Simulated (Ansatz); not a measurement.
## Nb(100) / 3 layers Li(100) / Nb(100): resistance against film thickness

How does the resistance across the layers grow with the film in Nb(100) / 3 layers Li(100) / Nb(100)?

Method: Ansatz plane-wave DFT, PBEsol, PAW files; ballistic transport by layer matching (Landauer), zero bias; PAW set soft_1, in Ansatz 0.2.0.

## Step 1: The starting structure

The cell holds 14 atoms: 11 Nb and 3 Li. Cell: a = 3.306 Å, b = 3.306 Å, c = 24.118 Å, α = 90.0°, β = 90.0°, γ = 90.0°. It derives from Nb and Li. Regions: lead, 11 atoms (11 Nb); films, 3 atoms (3 Li). The structure is stacked along c, and the current runs across the ab planes.

## Step 2: With 3 layers

The film is laid into the lead at the lead's in-plane lattice, and the cell closes on the lead's own image. The mesh across the current, 22×22, is finer than the density's, because channels open and close sharply across the zone. Energies from -1 to 1 eV in steps of 0.036 eV cover the slope of the Fermi function at 300 K, so the program can form a conductance.

File input.yaml:

```yaml
crystal:
  lattice:
    - [3.3063, 0.0, 0.0]
    - [0.0, 3.3063, 0.0]
    - [0.0, 0.0, 24.1183842809]
  atoms:
    - { symbol: Nb, position: [0.0, 0.0, 0.0342715743] }
    - { symbol: Nb, position: [0.5, 0.5, 0.102814723] }
    - { symbol: Nb, position: [0.0, 0.0, 0.1713578717] }
    - { symbol: Nb, position: [0.5, 0.5, 0.2399010204] }
    - { symbol: Nb, position: [0.0, 0.0, 0.3084441691] }
    - { symbol: Li, position: [0.5, 0.5, 0.3837199709] }
    - { symbol: Li, position: [0.0, 0.0, 0.4657284257] }
    - { symbol: Li, position: [0.5, 0.5, 0.5477368804] }
    - { symbol: Nb, position: [0.0, 0.0, 0.6230126822] }
    - { symbol: Nb, position: [0.5, 0.5, 0.6915558309] }
    - { symbol: Nb, position: [0.0, 0.0, 0.7600989796] }
    - { symbol: Nb, position: [0.5, 0.5, 0.8286421283] }
    - { symbol: Nb, position: [0.0, 0.0, 0.897185277] }
    - { symbol: Nb, position: [0.5, 0.5, 0.9657284257] }
kpoints:
  mp_grid: { grid: [11, 11, 1] }
hamiltonian:
  xc: pbesol
  pseudopotentials: { kind: paw, azcp: { folder: soft_1 }, xc_functional: pbe }
scf:
  occupations: { method: fermi_dirac, width: 0.1 }
output:
  transmission: { leads: [[0, 1]], kmesh: [22, 22], e_range: [-1.0, 1.0], de: 0.036 }
  write_potential: true
  write_density: true
  volumetric_format: npy
  elf: true
```

Command:

```sh
$ ansatz run input.yaml --threads 4 --pin off --max-ram 8192MiB --backend cpu --events-out ev --progress --plain --runs-dir out
```

Numbers of over 12 decimals in the logs are rounded to 6 here.

What it wrote:

```text
Engine: ansatz 0.2.0, x86_64-unknown-linux-gnu
Pseudopotentials: kind: paw
Pseudopotential: Nb, paw, valence charge 13, recommended cutoff 420 eV (normal), soft_1/Nb.paw.azcp
Pseudopotential: Li, paw, valence charge 3, recommended cutoff 420 eV (normal), soft_1/Li.paw.azcp
Functional definition: PBEsol
  exchange = pbesol_x
  correlation = pbesol_c
Crystal: 14 atoms, lattice volume = 263.653 Å³
Basis set: ecut = 420 eV, 5201 PW (Γ)
Bands: 92, of which v1, the nominal top of the filled ones, is band 76 counted from 1 (75 counted from 0)
Symmetry: 16 space group operations
Space group: P4/mmm (ITA 123), of the structure as read, at distance tolerance 6.4e-5 Å
k-points: 21 of 121
Non-local potential: Nb, projectors of the file, l = 0: 3, l = 1: 2, l = 2: 2, l = 3: 1
Non-local potential: Li, projectors of the file, l = 0: 3, l = 1: 2, l = 2: 1
PAW form: soft (Blöchl's): semilocal exchange-correlation on the pseudo side does not see the compensation charge
PAW frozen core: Nb, regenerated for the run's functional, and the local potential with it (the file was generated under x = pbe(κ = 0.804, μ = 0.219515), c = pbe(β = 0.066725))
PAW one-centre angular grid: Nb, 590 points (default); XC on 64 Gauss nodes
PAW one-centre angular grid: Li, 110 points (default); XC on 64 Gauss nodes
Initial density: superposition of atomic densities (chi_scale 0.1, normalization cell, long waves of neutral atoms (reshape's long-wave potential 4.17 eV rms, cloud 2.92 Å wide))
Initial wavefunctions: pseudopotential atomic-orbital guess
Functional: x = pbesol(κ = 0.804, μ = 0.123457), c = pbesol(β = 0.046)
SCF iter   1: F=—  HF=-50064.732084 eV  |F-HF|=—  |Δ(HF+E_count)|=         —  Δρ=7.71e-2  dr2=8.96e1  ethr=3.10e-3  ⟨swp⟩=8.0  Hψ=8339  notcnv=0  defer=3
preconditioner: auto → Kerker (q_TF=auto, 2.489 Å⁻¹)  [metal: Δε(μ)=0.003 eV  Ē_g=3.632 eV  σ=0.100 eV  W_gap=0.01  n_scr=70 (ndim 8)  ℏωp=17.4 eV  f_vac=0.000  D(μ)=13.16/eV (n_scr^D=134)]
SCF iter   2: F=—  HF=-50059.476490 eV  |F-HF|=—  |Δ(HF+E_count)|=    5.26e0  Δρ=4.36e-2  dr2=2.31e1  ethr=3.10e-3  ⟨swp⟩=3.3  Hψ=4001  notcnv=0  defer=9
SCF iter   3: F=—  HF=-50057.606917 eV  |F-HF|=—  |Δ(HF+E_count)|=    1.87e0  Δρ=1.40e-2  dr2=8.96e0  ethr=3.10e-3  ⟨swp⟩=4.7  Hψ=4322  notcnv=0  defer=9
SCF iter   4: F=—  HF=-50057.482561 eV  |F-HF|=—  |Δ(HF+E_count)|=   1.24e-1  Δρ=3.45e-3  dr2=4.01e-1  ethr=3.10e-3  ⟨swp⟩=1.6  Hψ=2219  notcnv=0  defer=7
SCF iter   5: F=—  HF=-50057.475621 eV  |F-HF|=—  |Δ(HF+E_count)|=   6.94e-3  Δρ=2.79e-3  dr2=7.95e-1  ethr=2.64e-4  ⟨swp⟩=1.8  Hψ=1982  notcnv=0  defer=7
SCF iter   6: F=—  HF=-50057.472732 eV  |F-HF|=—  |Δ(HF+E_count)|=   2.89e-3  Δρ=2.45e-3  dr2=4.86e-1  ethr=2.64e-4  ⟨swp⟩=1.1  Hψ=1944  notcnv=0  defer=6
SCF iter   7: F=—  HF=-50057.469268 eV  |F-HF|=—  |Δ(HF+E_count)|=   3.46e-3  Δρ=1.16e-3  dr2=9.36e-2  ethr=2.64e-4  ⟨swp⟩=1.0  Hψ=1926  notcnv=0  defer=6
SCF iter   8: F=—  HF=-50057.468324 eV  |F-HF|=—  |Δ(HF+E_count)|=   9.44e-4  Δρ=1.52e-4  dr2=1.59e-3  ethr=6.16e-5  ⟨swp⟩=1.0  Hψ=1926  notcnv=0  defer=6
SCF iter   9: F=—  HF=-50057.468329 eV  |F-HF|=—  |Δ(HF+E_count)|=   4.46e-6  Δρ=1.06e-4  dr2=6.72e-4  ethr=1.04e-6  ⟨swp⟩=1.0  Hψ=1926  notcnv=0  defer=6
SCF iter  10: F=—  HF=-50057.468312 eV  |F-HF|=—  |Δ(HF+E_count)|=   1.66e-5  Δρ=1.26e-5  dr2=5.45e-6  ethr=4.42e-7  ⟨swp⟩=1.0  Hψ=1926  notcnv=0  defer=6
SCF iter  11: F=—  HF=-50057.468756 eV  |F-HF|=—  |Δ(HF+E_count)|=   4.44e-4  Δρ=2.96e-6  dr2=1.22e-7  ethr=3.58e-9  ⟨swp⟩=1.6  Hψ=2013  notcnv=0  defer=6
SCF iter  12: F=-50057.468756 eV  HF=-50057.468756 eV  |F-HF|=5.31e-9  |Δ(HF+E_count)|=   2.20e-9  Δρ=8.49e-7  dr2=6.96e-9  ethr=6.58e-11  ⟨swp⟩=8.7  Hψ=4823  notcnv=0
SCF 1 converged in 12 iterations: F = -50057.468756 eV  dr2 = 6.96e-9
  greatest PAW one-centre occupation: 1.000 electrons in one spin orbital (limit 2), on the Li atom at site 7 (counted from 0), in its partial waves of l = 0
transmission: 336 of 3354 steps passed
transmission: 672 of 3354 steps passed
[...]
transmission: 3354 of 3354 steps passed
SCF converged after 12 iterations
Free energy (F): -50057.468756 eV
Harris-Foulkes:  -50057.468756 eV  (|F-HF|=5.31e-9)
Internal energy: -50056.869467 eV  (E = F + TS)
E sigma→0 (E₀):  -50057.169112 eV
Entropy (-TS):   -0.599289 eV (-42.806 meV/atom)
Fermi energy:    13.455928 eV
--- Per-component energies (eV) ---
  E_band       = -1520.856269
  E_kinetic    = 4142.320017
  E_local      = -34640.588764  (includes V_loc(G=0)·N_el)
  E_nonlocal   = 1006.003912
  E_hartree    = 15777.683217
  E_xc         = -1831.048222
  E_vxc        = -2226.946795  (∫ρ·V_xc dr)
  E_paw        = -33358.583180  (= ΣΔE_a)
  E_vpaw       = -1357.026401  (= ΣTr[D̂ρ^β])
  E_aug_tail   = 0.001177  (compensation charges beyond the density's cutoff)
  E_ewald      = -1154.733430
  E_core_change = 2.075805  (= ΣΔE_core)
  E_smearing   = -0.599289  (= −TS)
  E_closure    = -0.000000  (closes the sum)
  Σ components = -50057.468756   (vs F -50057.468756, Δ=0.00e0)
--- Band table (eV; the first three rows and the last of 21) ---
  k-point 0: bands = [... 72 lower, 13.7947, 13.8268, 13.8268, 13.8593, 14.0132, 14.0397, 14.0397, 14.0890, ... 12 higher]
  k-point 1: bands = [... 72 lower, 13.6378, 13.7505, 13.7940, 13.8268, 13.8279, 13.8938, 14.0888, 14.2201, ... 12 higher]
  k-point 2: bands = [... 72 lower, 13.4184, 13.4194, 13.4876, 13.6544, 13.6976, 13.8732, 13.9129, 14.0067, ... 12 higher]
  k-point 20: bands = [... 72 lower, 13.1896, 13.2910, 13.8771, 13.9661, 14.2193, 14.3658, 14.9570, 14.9987, ... 12 higher]
--- Transmission ---
  basis      : 97 plane waves across, 43 finite elements along
  points     : 78, standing for a mesh of 22 x 22
  filling    : by the input's occupations and mesh, since the crystals that have channels conduct as metals do. If one of these is a semiconductor, that mesh has misplaced its level
  energies   : 56 from -1.000000 to 0.980000 eV about the Fermi level, 0.036000 eV apart; the leads are filled to 0.000000 eV, and channels, transmission and decay are at 0.008000 eV
  crystal 0  : Nb1, at the sites [0, 1], period 1.6531 Å, over 18.18 Å; its Hamiltonian steps by up to 11.1 meV
    offset         : up to 0.0000 Å between an atom of the period and one for which it stands
    filled         : 11.8 meV over the level at which it is neutral
    channels       : 2.692149e0 a spin
    conductance    : 1.9283e15 S/m² at 300 K; may be off by some 0.0 % by where its bands' edges are placed, 3.6 % from the k-mesh, 1.0 % from the distance to neutral
  junction   : crystal 0 to crystal 0, -0.70 to 21.77 Å
    transmission   : 6.403833e-1 a spin
    conductance    : 4.5746e14 S/m² at 300 K (4.3397e14 on every other point, 4.5697e14 on every other energy)
    error estimate : 0.1 % from the energy spacing and 0.9 % from band edges of the leads and from resonances (wavevectors taken as independent; lower de), 6.5 % from the k-mesh, 9.2 % from the steps of its leads' Hamiltonians or their offsets (lay more layers), 1.3 % from the distance to neutral
    resistance     : 1.6673e-3 Ω µm² beyond half of each lead's own
```

Run time: 4 min. Hardware: 4 threads of Intel Xeon Platinum 8488C (Sapphire Rapids), shared host; peak memory 1 GiB; 14 min of CPU time.

In the SCF lines HF is the Harris–Foulkes energy and dr2 the Hartree energy of the density residual, in eV; the loop may stop once dr2 is under the threshold and the program's other checks hold. Hψ counts applications of the Hamiltonian.

This step gave:

```
free energy                                                                : -50057.4688 eV
energy at zero smearing                                                    : -50057.1691 eV
Fermi energy                                                               : 13.46 eV
cell area                                                                  : 10.93 Å²
step of the lead's potential                                               : 11.1 meV
ballistic conductance of the lead                                          : 1.93e15 S/m²
estimated errors of the lead's conductance                                 : 0, 3.6, 1 % (band edges, k-mesh, distance from neutral)
lead conductance per cell                                                  : 2.721 G₀
conductance of the junction                                                : 4.57e14 S/m²
junction conductance per cell                                              : 0.6454 G₀
estimated errors of the junction's conductance                             : 0.1, 0.9, 6.5, 9.2, 1.3 % (energy step, band edges, k-mesh, leads' steps, distance from neutral)
area resistance that the stack adds (contact term taken off, spin by spin) : 1.667 fΩ m²
```

Per spin. The transmission, zone mean by energy, zero at the Fermi level:

energy (eV), transmission, zone mean and a bar from the least value:
```
   -1.000      0.294 ###
   -0.964      0.276 ##
   -0.892      0.269 #
   -0.856      0.256 
   -0.784      0.262 #
   -0.748      0.251 
   -0.676      0.260 #
   -0.640      0.286 ##
   -0.568      0.340 ######
   -0.532      0.345 ######
   -0.460      0.359 #######
   -0.424      0.414 ###########
   -0.352      0.513 #################
   -0.316      0.581 #####################
   -0.244      0.621 ########################
   -0.208      0.660 ###########################
   -0.136      0.714 ##############################
   -0.100      0.695 #############################
   -0.028      0.687 ############################
    0.008      0.640 #########################
    0.080      0.578 #####################
    0.116      0.546 ###################
    0.188      0.487 ###############
    0.224      0.481 ###############
    0.296      0.475 ###############
    0.332      0.465 ##############
    0.404      0.368 ########
    0.440      0.341 ######
    0.512      0.309 ####
    0.548      0.302 ###
    0.620      0.324 #####
    0.656      0.334 #####
    0.728      0.347 ######
    0.764      0.353 #######
    0.836      0.306 ####
    0.872      0.299 ###
    0.944      0.301 ###
    0.980      0.301 ###
```

Per spin. Table of open channels, zone mean, lead by energy, zero at the Fermi level:

energy (eV), open channels, zone mean, lead and a bar from the least value:
```
   -1.000       1.86 #########
   -0.928       1.84 ########
   -0.856       1.87 #########
   -0.784       1.97 ##########
   -0.712       1.84 ########
   -0.676       1.83 ########
   -0.604       2.00 ###########
   -0.532       2.10 ############
   -0.460       2.26 ###############
   -0.388       2.64 ####################
   -0.316       3.23 #############################
   -0.244       3.30 ##############################
   -0.172       3.25 #############################
   -0.100       2.96 #########################
   -0.028       2.74 ######################
    0.008       2.69 #####################
    0.080       2.52 ##################
    0.152       2.33 ################
    0.224       2.11 ############
    0.296       1.97 ##########
    0.368       1.70 ######
    0.440       1.64 #####
    0.512       1.50 ###
    0.584       1.49 ###
    0.656       1.39 ##
    0.692       1.41 ##
    0.764       1.36 #
    0.836       1.36 #
    0.908       1.33 #
    0.980       1.29
```

Transmission over k1 and k2. At 0.0080 eV from the Fermi level.

Ten even steps from '_' (0.00) to '@' (1.45):
```
____..::++....__**@@@@%%@@@@**__....++::..__
__..::++**++****##**********##****++**++::..
..::++******++******************++******++::
--++******==..++******++******++..==******++
__..++**==__++____**==--==**____++__==**++..
__..**++..++______::******::______++..++**..
..__****++______..++--::--++..______++****__
@@**##****____..**==..__..==**..____****##**
@@@@********::++==..______..==++::********@@
@@@@******==**--..__________..--**==******@@
@@%%****++--**::______________::**--++****%%
@@@@******==**--..__________..--**==******@@
@@@@********::++==..______..==++::********@@
@@**##****____..**==..__..==**..____****##**
..__****++______..++--::--++..______++****__
__..**++..++______::******::______++..++**..
__..++**==__++____**==--==**____++__==**++..
--++******==..++******++******++..==******++
..::++******++******************++******++::
__..::++**++****##**********##****++**++::..
____..::++....__**@@@@%%@@@@**__....++::..__
______..--____..@@@@@@@@@@@@@@..____--..____
```
Columns: k1 (b1) from -0.5 to 0.455; rows upwards: k2 (b2) from -0.5 to 0.455.

Open channels over k1 and k2. At 0.0080 eV from the Fermi level.

Ten even steps from '_' (1.00) to '@' (5.00):
```
::::::::::++::::++##########++::::++::::::::
::::::::::++::++++##########++++::++::::::::
::::::::____++++++##@@@@@@##++++++____::::::
##::::____::__++++##@@@@@@##++++__::____::::
::++++__::________##@@@@@@##________::__++++
::::::++________::::++++++::::________++::::
::::++++++____::::::++++++::::::____++++++::
##++++++++__::::::++++++++++::::::__++++++++
############::::++++++++++++++::::##########
######@@@@@@++++++++______++++++++@@@@@@####
######@@@@@@++++++++______++++++++@@@@@@####
######@@@@@@++++++++______++++++++@@@@@@####
############::::++++++++++++++::::##########
##++++++++__::::::++++++++++::::::__++++++++
::::++++++____::::::++++++::::::____++++++::
::::::++________::::++++++::::________++::::
::++++__::________##@@@@@@##________::__++++
##::::____::__++++##@@@@@@##++++__::____::::
::::::::____++++++##@@@@@@##++++++____::::::
::::::::::++::++++##########++++::++::::::::
::::::::::++::::++##########++::::++::::::::
::::::::##::::::##############::::::##::::::
```
Columns: k1 (b1) from -0.5 to 0.455; rows upwards: k2 (b2) from -0.5 to 0.455.

ELF in the ca plane at fractional y = 0.000, with atoms of Nb and Li within 0.2 Å of it. It is the smooth field of the valence electrons, not physical close to the nuclei.

Values, 5 rows by 16 columns, each cell a mean:
```
0.61 0.43 0.33 0.54 0.53 0.33 0.44 0.62 0.27 0.50 0.25 0.27 0.49 0.26 0.61 0.47
0.27 0.32 0.44 0.29 0.28 0.43 0.36 0.28 0.35 0.60 0.32 0.29 0.60 0.37 0.27 0.35
0.33 0.43 0.42 0.39 0.38 0.40 0.48 0.30 0.47 0.62 0.53 0.52 0.62 0.49 0.30 0.48
0.37 0.32 0.43 0.34 0.34 0.43 0.34 0.40 0.30 0.58 0.20 0.18 0.58 0.31 0.39 0.34
0.55 0.46 0.29 0.53 0.53 0.29 0.47 0.56 0.28 0.48 0.35 0.39 0.47 0.27 0.56 0.49
```
Columns run along c (16.0 Å, from fractional 0.01 to 0.68 of the cell), rows up along a (3.3 Å). Atoms in or near the plane, at fractional coordinates: Nb at (0.03, 0.00), Nb at (0.17, 0.00), Nb at (0.31, 0.00), Li at (0.47, 0.00), Nb at (0.62, 0.00).

Valence density in the ca plane at fractional y = 0.000, with atoms of Nb and Li within 0.2 Å of it. It is the smooth field of the valence electrons, not physical close to the nuclei.

Values in e/Å³, 5 rows by 16 columns, each cell a mean:
```
3.5 1.5 0.2 2.5 2.5 0.2 1.5 3.4 0.3 0.1 0.8 1.0 0.1 0.2 3.3 1.7
0.5 0.3 0.2 0.4 0.4 0.2 0.3 0.5 0.1 0.1 0.0 0.0 0.1 0.1 0.5 0.4
0.2 0.2 0.2 0.2 0.2 0.2 0.2 0.2 0.1 0.1 0.0 0.0 0.1 0.1 0.2 0.2
1.1 0.5 0.2 0.8 0.8 0.2 0.5 1.1 0.2 0.1 0.1 0.1 0.1 0.1 1.0 0.6
4.2 1.9 0.3 3.1 3.1 0.3 1.9 4.1 0.4 0.1 1.6 1.9 0.1 0.3 3.9 2.2
```
Columns run along c (16.0 Å, from fractional 0.01 to 0.68 of the cell), rows up along a (3.3 Å). Atoms in or near the plane, at fractional coordinates: Nb at (0.03, 0.00), Nb at (0.17, 0.00), Nb at (0.31, 0.00), Li at (0.47, 0.00), Nb at (0.62, 0.00).

Electrostatic potential energy in the ca plane at fractional y = 0.000, with atoms of Nb and Li within 0.2 Å of it. With pseudopotentials it is smooth inside the atoms' cores, unlike the true potential.

Values in eV, 5 rows by 16 columns, each cell a mean:
```
-39 -11  13 -27 -27  13 -12 -39   7  16   2   0  16   9 -37 -16
  4  11  15   7   7  15  10   3  14  16  14  14  16  15   4  10
 14  15  15  14  14  15  15  14  16  16  16  16  16  16  14  15
 -7   6  15  -1  -1  15   5  -7  13  16  12  11  16  13  -6   4
-47 -17  12 -34 -34  12 -18 -47   5  16  -3  -6  16   8 -45 -22
```
Columns run along c (16.0 Å, from fractional 0.01 to 0.68 of the cell; values clipped at the 3rd and 97th percentile), rows up along a (3.3 Å). Atoms in or near the plane, at fractional coordinates: Nb at (0.03, 0.00), Nb at (0.17, 0.00), Nb at (0.31, 0.00), Li at (0.47, 0.00), Nb at (0.62, 0.00).

The lead's potential steps by 11 meV from period to period, small in itself. The program estimates the junction's conductance to 6.5 % from the k-mesh, 1.3 % from the leads' distance from neutral and 9.2 % from their steps.

By hand: 1/G − 1/G_lead = 1/0.4575 − 1/1.928 = 1.67 fΩ m² with G in 10¹⁵ S/m².

(Continued in part 2 of 2.)

[Logs are printed without paths, hosts, clocks, repeated set-up lines and the standing remarks that a program may print on its own settings, such as how far it seeks lower states.]

[Hosts, paths, dates, database ids (printed as entryN), source tags and the programs' standing remarks are cut or masked in the printed files.]
